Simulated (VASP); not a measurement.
Runs of VASP 6.6.1 on BaTe. The structure is cubic, space group Pm-3m (No. 221). The conventional cell has a = 4.262 Å, b = 4.262 Å, c = 4.262 Å, α = 90.00°, β = 90.00°, γ = 90.00°. Ba (site symmetry m-3m) is surrounded by 8 Te at 3.69 Å. Te (site symmetry m-3m) is surrounded by 8 Ba at 3.69 Å. The cell comes from a database or a generator and needn't be the stable form of this composition.

```tsv
task	level	potentials or basis	spin	k mesh	cutoff (eV)	smearing	GW scheme	GW iterations	cutoff of the response function	frequency points	empty bands	mesh quality	gap on the mesh (eV)	pressure (GPa)
band structure	HSE06	VASP PAW PBE potentials, release 64 (Ba_sv, Te)	off	4 × 4 × 4	520	gaussian 0.02 eV	-	-	-	-	-	not flagged	1.48	-0.4
band structure	PBE0	VASP PAW PBE potentials, release 64 (Ba_sv, Te)	off	4 × 4 × 4	520	gaussian 0.02 eV	-	-	-	-	-	not flagged	(a)	-0.5
single point	HSE06	VASP PAW PBE potentials, release 64 (Ba_sv, Te)	non-collinear, zero start, SOC	4 × 4 × 4	520	gaussian 0.02 eV	-	-	-	-	-	coarse	-	-0.4
single point	HSE06	VASP PAW PBE potentials, release 64 (Ba_sv, Te)	off	4 × 4 × 4	520	gaussian 0.02 eV	-	-	-	-	-	not flagged	1.48	-0.4
```

Alike in all rows: cell as given.

Problem. Fill in the values left out.

Solution. (a) 2.14.

Caveats: some runs use coarse meshes; the PAW data sets were made with another functional, which shifts forces and pressure a little; spin-orbit coupling is left out, which moves the levels of the heavy elements (some runs).

A k mesh can miss the band edges, and rows without SOC leave out spin-orbit coupling on Ba, Te.
